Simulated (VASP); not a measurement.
Here is a VASP 6.6.1 calculation.

The input INCAR:

```
  PREC = Accurate
  ENCUT = 520
  EDIFF = 1E-6
  ISMEAR = -1
  SIGMA = 0.05
  LREAL = Auto
  LASPH = True
  NELM = 80
  ALGO = Normal
  ISIF = 2
  LWAVE = False
  LCHARG = True
  LELF = True
  LVHAR = True
  NBANDS = 78
```

KPOINTS

```
Automatic mesh
0
Gamma
  1 1 1
```

POSCAR

```
N
1.0
    8.8620950000      0.0000000000      0.0000000000
    0.0000000000      8.8620950000      0.0000000000
    0.0000000000      0.0000000000      8.8620950000
N
24
Direct
    0.9006222569      0.6512794097      0.2613716057
    0.8717577503      0.7684977424      0.2443440293
    0.8793518914      0.6520241546      0.8068633884
    0.9114323419      0.7051718583      0.6955465948
    0.2063169036      0.8523943830      0.4184450742
    0.3086741905      0.7822980909      0.4192462392
    0.8561068235      0.3375499811      0.6308327771
    0.8710581414      0.3756786629      0.5133887642
    0.0285034182      0.3139776768      0.8929604117
    0.1331739278      0.3740086289      0.8800063642
    0.7814969260      0.0786270064      0.9287758707
    0.8058929632      0.0105392686      0.8283594342
    0.6391490951      0.5824243590      0.4893989514
    0.5439797249      0.5066296401      0.4696406437
    0.5727652434      0.7748844940      0.8406477249
    0.4526130672      0.7511090775      0.8511757096
    0.5456836109      0.9560267634      0.2251612062
    0.5081868339      0.9701092123      0.1050315981
    0.0845849655      0.9347789659      0.9634403603
    0.1930130517      0.9889986510      0.9391797312
    0.4647772338      0.3570713246      0.8402866365
    0.5524088830      0.3912957376      0.7664101998
    0.5688045547      0.0815044298      0.5777414934
    0.5792874033      0.1324404670      0.4626107032
```

Potentials or basis: VASP PAW LDA potentials, release 64 (N).

Run with:

```console
$ cat potpaw_LDA.64/N/POTCAR > POTCAR
$ mpirun -np 1 vasp_gam > vasp.out
```

Problem. Estimate the largest force.

Solution. 7.810 eV/Å.

Problem. What does it give for the pressure?

Solution. 1.2 GPa.

Stress tensor (GPa, compression positive):
```
 3.06  0.87 -0.92
 0.87  1.42  0.26
-0.92  0.26 -0.75
```

Caveat: the standard files for N, O and F lose accuracy on very short bonds.
